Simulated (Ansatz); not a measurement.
Polymorphs of B₃N

Computed with DFT PBE, scalar-relativistic, plane waves, PAW (Ansatz). All cells share a 420 eV cutoff and Γ-centred k meshes spaced at most about 0.3 Å⁻¹ (about 0.25 or finer for metals, 2π included). No spin polarisation.

Formation energies are uncorrected and refer to the elements' standard structures at the same level (N₂ as a molecule).

These are static total energies at zero pressure. Larger cells and other orderings weren't all tried, so the list isn't exhaustive. For metals, differences of a few meV/atom aren't resolved. Weakly bound directions are ill-defined at this level, which has no dispersion term (P-3m1, Cmcm), and this can change margins and order among such cells.

Invented guesses were relaxed alike, and ends that match in structure were merged. ΔE counts from the first row. Coordination counts B atoms around N (those within 1.25 times the shortest such distance or 1.15 times the sum of covalent radii, 1.27 where that leaves under three; a plus sign parts nearer from farther groups). The ends were matched against large subsets of the Crystallography Open Database and the Materials Project, so a missing match doesn't prove that a structure is unreported.

```
#                                        reached from        type and space group  atoms  Å³/atom  coordination  ΔE (meV/atom)  gap on mesh (eV)  in databases
1  a relaxed cell, shaken at random and relaxed again             P222_1 (No. 17)      8      6.7           N 4              0              0.00      no match
2                 a cell proposed by chemical analogy             P-4m2 (No. 115)      4      6.7           N 4              5              0.00      no match
3                 a cell proposed by chemical analogy               R3m (No. 160)      4      6.8           N 4            148              0.00      no match
4                 a cell proposed by chemical analogy             P-3m1 (No. 164)      8      8.9           N 3            322              0.00      no match
5                                   NdTe3 type (Cmcm)               Cmcm (No. 63)      8      9.3         N 1+4           1375              0.00      no match
6                              anti-ReO3 type (Pm-3m)  anti-ReO3, Pm-3m (No. 221)      4      8.5           N 6           2838              0.00      no match
```

The first two are tied within the noise. The first: Space group P222_1 (No. 17), orthorhombic, a = 3.485 Å, b = 4.455 Å, c = 3.461 Å. B on its first site has 2 N at 1.54 Å and 2 B at 1.84 Å; B on its second site has 2 N at 1.52 Å and 2 B at 1.77 Å; B on its third site is surrounded by 4 B at 1.77–1.84 Å; N is surrounded by 4 B at 1.52–1.54 Å. Its energy over the elements is −0.31 eV/atom. A negative formation energy is needed for stability but isn't enough: competing phases decide. An observed structure of this formula, if there is one, may be missing.

```xyz
8
Lattice="3.4849 0.0000 0.0000 0.0000 4.4547 0.0000 0.0000 0.0000 3.4611" Properties=species:S:1:pos:R:3 pbc="T T T"
B     1.7425    1.2828    0.8653
B     0.0000    1.3533    2.5958
B     0.7443    0.0000    0.0000
B     2.7406    0.0000    1.7306
B     0.0000    3.1013    0.8653
B     1.7425    3.1719    2.5958
N     2.5966    2.2273    0.0000
N     0.8884    2.2273    1.7306
```

The second: Space group P-4m2 (No. 115), tetragonal, a = 2.463 Å, c = 4.446 Å. B on a site of symmetry 2mm has 2 N at 1.53 Å and 2 B at 1.80 Å; B on a site of symmetry -4m2 is surrounded by 4 B at 1.80 Å; N has 4 B at 1.53 Å. Counting B atoms around N, the first and the second both have N 4. The first and the second both hold B–B nets. The first is the arrangement of the second in a distorted form. Cells relaxed within their symmetry can be saddle points.
